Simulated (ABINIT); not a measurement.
A run of ABINIT 10.8.3 (patched build) is set up as follows.

File run.abi:

```
# Datasets: ground state, then fixed potential
ndtset 2

# Pseudopotentials
pp_dirpath "./"
pseudos "In.GGA_PBE-JTH.xml, As.GGA_PBE-JTH.xml"

# Structure
acell 4.2680965312 4.2680965312 4.2680965312 Angstrom
rprim
     0.0000000000     0.7071067812     0.7071067812
     0.7071067812     0.0000000000     0.7071067812
     0.7071067812     0.7071067812     0.0000000000
ntypat 2
znucl 49 33
natom 2
typat 1 2
xred
     0.0000000000     0.0000000000     0.0000000000
     0.7500000000     0.7500000000     0.7500000000

# Plane-wave basis
ecut 22.0
pawecutdg 44.0
pawxcdev 0

# Exchange and correlation
ixc 11

# Bands and occupations
occopt 3
tsmear 0.05 eV

# Spin
nspinor 2
nspden 1
pawspnorb 1

# SCF cycle
nstep 100

# Output
iomode 3
prtwf 0
prteig 0
prtebands 0
enunit 1
prtden1 1
prtvha1 1
prtvclmb1 1
prtpot1 1

# Dataset 1
kptopt1 4
ngkpt1 8 8 8
nshiftk1 1
shiftk1 0.0 0.0 0.0
nband1 36
tolvrs1 1.0e-9

# Dataset 2: bands along G-X-W-K-G-L-U-W-L-K
iscf2 -2
getden2 1
nband2 48
nbdbuf2 8
tolwfr2 1.0e-11
kptopt2 -9
ndivsm2 8
prteig2 1
kptbounds2
     0.0000000000     0.0000000000     0.0000000000
     0.5000000000     0.0000000000     0.5000000000
     0.5000000000     0.2500000000     0.7500000000
     0.3750000000     0.3750000000     0.7500000000
     0.0000000000     0.0000000000     0.0000000000
     0.5000000000     0.5000000000     0.5000000000
     0.6250000000     0.2500000000     0.6250000000
     0.5000000000     0.2500000000     0.7500000000
     0.5000000000     0.5000000000     0.5000000000
     0.3750000000     0.3750000000     0.7500000000
```

Potentials or basis: JTH PAW PBE v2.0.

Run with:

```console
$ abinit run.abi > log 2>&1
```

**Question.** What does it give for the pressure?

**Answer.** 4.3 GPa.

**Question.** Estimate the band gap on the k mesh.

**Answer.** None (metal or under the smearing width).

Levels at the corners of the path, in eV from the Fermi level:
| point | band 25 | band 26 | band 27 | band 28 | band 29 | band 30 | band 31 | band 32 |
| --- | --- | --- | --- | --- | --- | --- | --- | --- |
| Γ | -0.31 | -0.31 | -0.01 | -0.01 | -0.01 | -0.01 | 3.47 | 3.47 |
| X | -2.48 | -2.48 | -2.47 | -2.47 | 1.42 | 1.42 | 1.94 | 1.94 |
| W | -3.15 | -3.09 | -3.06 | -2.96 | 4.00 | 4.17 | 4.18 | 4.20 |
| K | -3.43 | -3.43 | -2.10 | -2.09 | 1.98 | 1.99 | 4.13 | 4.18 |
| Γ | -0.31 | -0.31 | -0.01 | -0.01 | -0.01 | -0.01 | 3.47 | 3.47 |
| L | -1.25 | -1.25 | -1.01 | -1.01 | 0.83 | 0.83 | 4.46 | 4.46 |
| U | -3.43 | -3.43 | -2.10 | -2.09 | 1.98 | 1.99 | 4.13 | 4.18 |
| W | -3.15 | -3.09 | -3.06 | -2.96 | 4.00 | 4.17 | 4.18 | 4.20 |
| L | -1.25 | -1.25 | -1.01 | -1.01 | 0.83 | 0.83 | 4.46 | 4.46 |
| K | -3.43 | -3.43 | -2.10 | -2.09 | 1.98 | 1.99 | 4.13 | 4.18 |

**The experiment to reproduce.**

A printed reference work, data compilation reports, for a bulk crystal of InAs at 4.2 K: band gap 0.418 eV (direct).

Measured gap of InAs: 0.418 eV (direct; 4.2 K; a printed reference work, data compilation). This calculation gives 0.00 eV (-0.42 eV). The value is that of PBE on a finite k mesh, which can miss the band edges, without temperature or zero-point motion. Semilocal functionals fall short of measured gaps as a rule.
